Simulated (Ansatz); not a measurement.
Notes on Ru

```
CELL_PARAMETERS angstrom
0.00000 1.81433 1.81433
1.81433 0.00000 1.81433
1.81433 1.81433 0.00000
ATOMIC_POSITIONS crystal
Ru 0.00000 0.00000 0.00000
```

The numbers come from plane-wave PAW DFT (Ansatz): PBEsol, no spin polarisation, 420 eV, 12×12×12 Γ-centred k points, gaussian occupations (width 0.01 eV). Nothing was relaxed.

What does the stress say?

The pressure is 50.5 GPa (compression positive), so with the atoms held at these fractions the cell would first expand.

What do density and ELF say about some of the short contacts?

Ru–Ru at 2.57 Å: least valence density 0.49 e/Å³ and ELF 0.30 there. These are pseudo-fields; inside the PAW spheres they differ from the all-electron ones.

Is there a gap?

It is a metal, with about 0.84 states/eV a cell as the mean within 0.25 eV of the Fermi level, mostly Ru d (92 %).

Origin: a known structure type with other elements, at an estimated volume, so it need not be a known compound. Caveats: atoms or cell far from equilibrium.
